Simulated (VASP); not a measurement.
# HfO2 (P4_2/mnm) in VASP: a series of runs

Runs on HfO2. Level: PBE. Tasks: dielectric tensor.

Program: VASP 6.6.1. These are calculated values, not measurements. Logs are shortened: lines on timing, memory, paths and dates and some standing lists are left out, and cuts for length are marked.

### 1 The structure

The structure is tetragonal, space group P4_2/mnm (No. 136). Conventional cell: a = 4.814 Å, b = 4.814 Å, c = 3.205 Å, α = 90.00°, β = 90.00°, γ = 90.00°. Around Hf (site symmetry mmm) lie 6 O at 2.08 Å. Around O (site symmetry m2m) lie 3 Hf at 2.08 Å.

Measurements of this composition are mostly on another form, of space group No. 14.

### 2 Dielectric tensor, PBE

File INCAR:

```
SYSTEM = HfO2
PREC     = Accurate       ! precision mode
ENCUT    = 400            ! plane-wave cutoff, eV
EDIFF    = 1E-8           ! SCF threshold, eV
ISMEAR   = 0              ! smearing method
SIGMA    = 0.01           ! smearing width, eV
LREAL    = .FALSE.        ! projectors in reciprocal space
LASPH    = .TRUE.         ! aspherical terms in the spheres
NELM     = 100            ! most SCF steps
ALGO     = Normal         ! electronic algorithm
ISIF     = 2              ! what is computed and relaxed
LWAVE    = .FALSE.        ! write WAVECAR
LCHARG   = .FALSE.        ! write CHGCAR
GGA      = PE             ! functional
LEPSILON = .TRUE.         ! dielectric tensor by DFPT
```

File KPOINTS:

```
regular mesh
0
G
  3 3 4
  0 0 0
```

File POSCAR:

```
HfO2
1.0
    4.8135329900      0.0000000000      0.0000000000
    0.0000000000      4.8135329900      0.0000000000
    0.0000000000      0.0000000000      3.2054154100
Hf O
2 4
Direct
    0.5000000000      0.5000000000      0.5000000000
    0.0000000000      0.0000000000      0.0000000000
    0.8050448800      0.1949551200      0.5000000000
    0.6949551200      0.6949551200      0.0000000000
    0.3050448800      0.3050448800      0.0000000000
    0.1949551200      0.8050448800      0.5000000000
```

Potentials or basis: VASP PAW PBE potentials, release 64 (Hf_pv, O).

Started as:

```bash
cat potpaw_PBE.64/Hf_pv/POTCAR potpaw_PBE.64/O/POTCAR > POTCAR
mpirun -np 1 vasp_std > vasp.out
```

OUTCAR:

```text
SYSTEM = HfO2
   PREC = Accurate
   ENCUT = 400
   EDIFF = 1E-8
   ISMEAR = 0
   LREAL = .FALSE.
   LASPH = .TRUE.
   NELM = 100
   ISIF = 2
   GGA = PE
   LEPSILON = .TRUE.

 Found      9 irreducible k-points:

 Following reciprocal coordinates:
            Coordinates               Weight
  0.000000  0.000000  0.000000      1.000000
  0.333333  0.000000  0.000000      4.000000
  0.333333  0.333333  0.000000      4.000000
  0.000000  0.000000  0.250000      2.000000
  0.333333  0.000000  0.250000      8.000000
  0.333333  0.333333  0.250000      8.000000
   k-points           NKPTS =      9   k-points in BZ     NKDIM =      9   number of bands    NBANDS=     26
   number of dos      NEDOS =    301   number of ions     NIONS =      6
   total plane-waves  NPLWV =  24576
   dimension x,y,z NGX =    32 NGY =   32 NGZ =   24
   dimension x,y,z NGXF=    64 NGYF=   64 NGZF=   48
   ions per type =               2   4
   NGX,Y,Z   is equivalent  to a cutoff of  11.05, 11.05, 12.45 a.u.
   NGXF,Y,Z  is equivalent  to a cutoff of  22.10, 22.10, 24.89 a.u.
 SYSTEM =  HfO2
   PREC   = accura    normal or accurate (medium, high low for compatibility)
   ISTART =      0    job   : 0-new  1-cont  2-samecut
   ICHARG =      2    charge: 1-file 2-atom 10-const
   ISPIN  =      1    spin polarized calculation?
   LNONCOLLINEAR =      F non collinear calculations
   LSORBIT =      F    spin-orbit coupling
   LASPH  =      T    aspherical Exc in radial PAW
   ENCUT  =  400.0 eV  29.40 Ry    5.42 a.u.   7.85  7.85  5.23*2*pi/ulx,y,z
   NELM   =    100;   NELMIN=  2; NELMDL= -5     # of ELM steps
   EDIFF  = 0.1E-07   stopping-criterion for ELM
   LREAL  =      F    real-space projection
   EDIFFG = 0.1E-06   stopping-criterion for IOM
   NSW    =      0    number of steps for IOM
   IBRION =     -1    ionic relax: 0-MD 1-quasi-New 2-CG
   NFREE  =      0    steps in history (QN), initial steepest desc. (CG)
   ISIF   =      2    stress and relaxation
   ISYM   =      2    0-nonsym 1-usesym 2-fastsym
   POTIM  = 0.5000    time-step for ionic-motion
   TEBEG  =    0.0;   TEEND  =   0.0 temperature during run
   PSTRESS=    0.0 pullay stress
   NELECT =      44.0000    total number of electrons
   NUPDOWN=      -1.0000    fix difference up-down
   EMIN   =  10.00;   EMAX   =-10.00  energy-range for DOS
   EFERMI =   0.00;   METHOD = LEGACY
   ISMEAR =     0;   SIGMA  =   0.01  broadening in eV -4-tet -1-fermi 0-gaus
   EFERMI_NEDOS =   21; number of points for ismear=-14 and -15
   IALGO  =     38    algorithm
[... 235 lines left out ...]

  FREE ENERGIE OF THE ION-ELECTRON SYSTEM (eV)
  ---------------------------------------------------
  free  energy   TOTEN  =       -60.9375806937 eV

  energy  without entropy=      -60.9375806937  energy(sigma->0) =      -60.93758069

 HEAD OF MICROSCOPIC STATIC DIELECTRIC TENSOR (INDEPENDENT PARTICLE, excluding Hartree and local field effects)
 ------------------------------------------------------
           4.571922     0.000000     0.000000
          -0.000000     4.571922     0.000000
           0.000000     0.000000     5.236030
 ------------------------------------------------------

 Free energy of the ion-electron system (eV)
  ---------------------------------------------------
  ---------------------------------------------------
  free energy    TOTEN  =        -0.75700643 eV

  energy without entropy =       -0.75700643

------------------------ aborting loop because EDIFF is reached ----------------------------------------

--------------------------------------- Ionic step        2  -------------------------------------------

------------------------ aborting loop because EDIFF is reached ----------------------------------------

--------------------------------------- Ionic step        3  -------------------------------------------

 Free energy of the ion-electron system (eV)
  ---------------------------------------------------
  ---------------------------------------------------
  free energy    TOTEN  =        -0.90918711 eV

  energy without entropy =       -0.90918711

------------------------ aborting loop because EDIFF is reached ----------------------------------------

 PIEZOELECTRIC TENSOR FIELD DIRECTION 3  (e Angst)
 -----------------------------------------------------------------------------
     0.00042  0.00000  0.00000           ( -0.00001  0.00000  0.00000)
     0.00000  0.00042  0.00000           (  0.00000 -0.00001  0.00000)
     0.00000  0.00000 -0.00082           (  0.00000  0.00000 -0.00004)

 PIEZOELECTRIC TENSOR FIELD DIRECTION 3  (C/m^2)
 -----------------------------------------------------------------------------
     0.00009  0.00000  0.00000
     0.00000  0.00009  0.00000
     0.00000  0.00000 -0.00018

 MACROSCOPIC STATIC DIELECTRIC TENSOR (including local field effects in DFT)
 ------------------------------------------------------
           4.456103    -0.000000     0.000000
          -0.000000     4.456103     0.000000
           0.000000     0.000000     5.142748
 ------------------------------------------------------

 PIEZOELECTRIC TENSOR (including local field effects)  for field in x, y, z        (e  Angst)
          XX          YY          ZZ          XY          YZ          ZX
  --------------------------------------------------------------------------------
  x     0.00000     0.00000     0.00000     0.00000     0.00000     0.00000
  y     0.00000     0.00000     0.00000     0.00000     0.00000     0.00000
  z     0.00000     0.00000     0.00000     0.00000     0.00000     0.00000

 PIEZOELECTRIC TENSOR (including local field effects)  for field in x, y, z        (C/m^2)
          XX          YY          ZZ          XY          YZ          ZX
  --------------------------------------------------------------------------------
  x     0.00000     0.00000     0.00000     0.00000     0.00000     0.00000
  y     0.00000     0.00000     0.00000     0.00000     0.00000     0.00000
  z     0.00000     0.00000     0.00000     0.00000     0.00000     0.00000

 BORN EFFECTIVE CHARGES (including local field effects) (in |e|, cummulative output)
 ---------------------------------------------------------------------------------
 ion    1
    1     5.31087    -0.60979     0.00000
    2    -0.60979     5.31087     0.00000
    3     0.00000     0.00000     6.27442
 ion    2
    1     5.31087     0.60979     0.00000
    2     0.60979     5.31087     0.00000
    3     0.00000     0.00000     6.27442
 ion    3
    1    -2.65544     1.33212     0.00000
    2     1.33212    -2.65544     0.00000
    3     0.00000     0.00000    -3.13721
 ion    4
    1    -2.65544    -1.33212     0.00000
    2    -1.33212    -2.65544     0.00000
    3     0.00000     0.00000    -3.13721
 ion    5
    1    -2.65544    -1.33212     0.00000
    2    -1.33212    -2.65544     0.00000
    3     0.00000     0.00000    -3.13721
 ion    6
    1    -2.65544     1.33212     0.00000
    2     1.33212    -2.65544     0.00000
    3     0.00000     0.00000    -3.13721
```

OSZICAR:

```text
[... 13 lines left out ...]
RMM:   6    -0.908922131075E+00   -0.62903E-02   -0.12962E-04   727   0.924E-02    0.178E-02
RMM:   7    -0.908848995829E+00    0.73135E-04   -0.12007E-05   755   0.153E-02    0.121E-02
RMM:   8    -0.909141350489E+00   -0.29235E-03   -0.69431E-06   771   0.970E-03    0.342E-03
RMM:   9    -0.909177352423E+00   -0.36002E-04   -0.61799E-06   742   0.482E-03    0.126E-03
RMM:  10    -0.909186373918E+00   -0.90215E-05   -0.63863E-06   825   0.333E-03    0.187E-04
RMM:  11    -0.909186781886E+00   -0.40797E-06   -0.11073E-05   795   0.300E-03    0.181E-04
RMM:  12    -0.909187093948E+00   -0.31206E-06   -0.84937E-06   779   0.294E-03    0.149E-04
RMM:  13    -0.909187043339E+00    0.50609E-07   -0.73524E-06   750   0.293E-03    0.507E-05
RMM:  14    -0.909187108644E+00   -0.65305E-07   -0.67457E-06   758   0.292E-03    0.941E-06
```

Wall time 85 s (1 thread of Intel Xeon Platinum 8559C (Emerald Rapids), shared host); peak memory 0.2 GiB.

The run converged, but some of its settings lie outside the range that counts as converged, so its numbers aren't taken as properties of the crystal.

Results:

```
Band gap on the k mesh                  : 3.99 eV, direct
Electronic dielectric tensor (diagonal) : 4.46, 4.46, 5.14
Born charges (mean of the diagonal)     : Hf +5.63; O -2.82 e
```

Caveat: the k mesh is coarse (spacing up to 0.49 Å⁻¹), so the values aren't converged; spin-orbit coupling is left out, which moves the levels of the heavy elements; an odd mesh through Γ misses points on the zone boundary, where band edges often lie.

### 3 Dielectric tensor, PBE

INCAR, as its differences from that of step 2:

```diff
@@ -2,3 +2,3 @@
 PREC     = Accurate       ! precision mode
-ENCUT    = 400            ! plane-wave cutoff, eV
+ENCUT    = 650            ! plane-wave cutoff, eV
 EDIFF    = 1E-8           ! SCF threshold, eV
```

KPOINTS is that of step 2.

POSCAR is that of step 2.

Potentials or basis: VASP PAW PBE potentials, release 64 (Hf_pv, O).

Started as:

```bash
cat potpaw_PBE.64/Hf_pv/POTCAR potpaw_PBE.64/O/POTCAR > POTCAR
mpirun -np 1 vasp_std > vasp.out
```

OUTCAR:

```text
SYSTEM = HfO2
   PREC = Accurate
   ENCUT = 650
   EDIFF = 1E-8
   ISMEAR = 0
   LREAL = .FALSE.
   LASPH = .TRUE.
   NELM = 100
   ISIF = 2
   GGA = PE
   LEPSILON = .TRUE.

 Found      9 irreducible k-points:

 Following reciprocal coordinates:
            Coordinates               Weight
  0.000000  0.000000  0.000000      1.000000
  0.333333  0.000000  0.000000      4.000000
  0.333333  0.333333  0.000000      4.000000
  0.000000  0.000000  0.250000      2.000000
  0.333333  0.000000  0.250000      8.000000
  0.333333  0.333333  0.250000      8.000000
   k-points           NKPTS =      9   k-points in BZ     NKDIM =      9   number of bands    NBANDS=     26
   number of dos      NEDOS =    301   number of ions     NIONS =      6
   total plane-waves  NPLWV =  44800
   dimension x,y,z NGX =    40 NGY =   40 NGZ =   28
   dimension x,y,z NGXF=    80 NGYF=   80 NGZF=   56
   ions per type =               2   4
   NGX,Y,Z   is equivalent  to a cutoff of  13.81, 13.81, 14.52 a.u.
   NGXF,Y,Z  is equivalent  to a cutoff of  27.63, 27.63, 29.04 a.u.
 SYSTEM =  HfO2
   PREC   = accura    normal or accurate (medium, high low for compatibility)
   ISTART =      0    job   : 0-new  1-cont  2-samecut
   ICHARG =      2    charge: 1-file 2-atom 10-const
   ISPIN  =      1    spin polarized calculation?
   LNONCOLLINEAR =      F non collinear calculations
   LSORBIT =      F    spin-orbit coupling
   LASPH  =      T    aspherical Exc in radial PAW
   ENCUT  =  650.0 eV  47.77 Ry    6.91 a.u.  10.01 10.01  6.66*2*pi/ulx,y,z
   NELM   =    100;   NELMIN=  2; NELMDL= -5     # of ELM steps
   EDIFF  = 0.1E-07   stopping-criterion for ELM
   LREAL  =      F    real-space projection
   EDIFFG = 0.1E-06   stopping-criterion for IOM
   NSW    =      0    number of steps for IOM
   IBRION =     -1    ionic relax: 0-MD 1-quasi-New 2-CG
   NFREE  =      0    steps in history (QN), initial steepest desc. (CG)
   ISIF   =      2    stress and relaxation
   ISYM   =      2    0-nonsym 1-usesym 2-fastsym
[... 260 lines left out ...]
  ---------------------------------------------------
  free energy    TOTEN  =        -0.75995212 eV

  energy without entropy =       -0.75995212

------------------------ aborting loop because EDIFF is reached ----------------------------------------

--------------------------------------- Ionic step        2  -------------------------------------------

------------------------ aborting loop because EDIFF is reached ----------------------------------------

--------------------------------------- Ionic step        3  -------------------------------------------

 Free energy of the ion-electron system (eV)
  ---------------------------------------------------
  ---------------------------------------------------
  free energy    TOTEN  =        -0.91293248 eV

  energy without entropy =       -0.91293248

------------------------ aborting loop because EDIFF is reached ----------------------------------------

 PIEZOELECTRIC TENSOR FIELD DIRECTION 3  (e Angst)
 -----------------------------------------------------------------------------
     0.00029  0.00000  0.00000           ( -0.00001  0.00000  0.00000)
     0.00000  0.00029  0.00000           (  0.00000 -0.00001  0.00000)
     0.00000  0.00000 -0.00062           (  0.00000  0.00000 -0.00005)

 PIEZOELECTRIC TENSOR FIELD DIRECTION 3  (C/m^2)
 -----------------------------------------------------------------------------
     0.00006  0.00000  0.00000
     0.00000  0.00006  0.00000
     0.00000  0.00000 -0.00013

 MACROSCOPIC STATIC DIELECTRIC TENSOR (including local field effects in DFT)
 ------------------------------------------------------
           4.465251    -0.000000     0.000000
          -0.000000     4.465251     0.000000
           0.000000     0.000000     5.154597
 ------------------------------------------------------

 PIEZOELECTRIC TENSOR (including local field effects)  for field in x, y, z        (e  Angst)
          XX          YY          ZZ          XY          YZ          ZX
  --------------------------------------------------------------------------------
  x     0.00000     0.00000     0.00000     0.00000     0.00000     0.00000
  y     0.00000     0.00000     0.00000     0.00000     0.00000     0.00000
  z     0.00000     0.00000     0.00000     0.00000     0.00000     0.00000

 PIEZOELECTRIC TENSOR (including local field effects)  for field in x, y, z        (C/m^2)
          XX          YY          ZZ          XY          YZ          ZX
  --------------------------------------------------------------------------------
  x     0.00000     0.00000     0.00000     0.00000     0.00000     0.00000
  y     0.00000     0.00000     0.00000     0.00000     0.00000     0.00000
  z     0.00000     0.00000     0.00000     0.00000     0.00000     0.00000

 BORN EFFECTIVE CHARGES (including local field effects) (in |e|, cummulative output)
 ---------------------------------------------------------------------------------
 ion    1
    1     5.31727    -0.61031     0.00000
    2    -0.61031     5.31727     0.00000
    3     0.00000     0.00000     6.28272
 ion    2
    1     5.31727     0.61031     0.00000
    2     0.61031     5.31727     0.00000
    3     0.00000     0.00000     6.28272
 ion    3
    1    -2.65864     1.33318     0.00000
    2     1.33318    -2.65864     0.00000
    3     0.00000     0.00000    -3.14136
 ion    4
    1    -2.65864    -1.33318     0.00000
    2    -1.33318    -2.65864     0.00000
    3     0.00000     0.00000    -3.14136
 ion    5
    1    -2.65864    -1.33318     0.00000
    2    -1.33318    -2.65864     0.00000
    3     0.00000     0.00000    -3.14136
 ion    6
    1    -2.65864     1.33318     0.00000
    2     1.33318    -2.65864     0.00000
    3     0.00000     0.00000    -3.14136
```

Run time: 2.5 min. Hardware: 1 thread of Intel Xeon Platinum 8559C (Emerald Rapids), shared host; peak memory 0.28 GiB.

The run converged, but some of its settings lie outside the range that counts as converged, so its numbers aren't taken as properties of the crystal.

What came out:

- Band gap on the k mesh: 3.98 eV, direct
- Electronic dielectric tensor (diagonal): 4.47, 4.47, 5.15
- Born charges (mean of the diagonal): Hf +5.64; O -2.82 e

Caveat: the k mesh is coarse (spacing up to 0.49 Å⁻¹), so the values aren't converged; spin-orbit coupling is left out, which moves the levels of the heavy elements; an odd mesh through Γ misses points on the zone boundary, where band edges often lie.
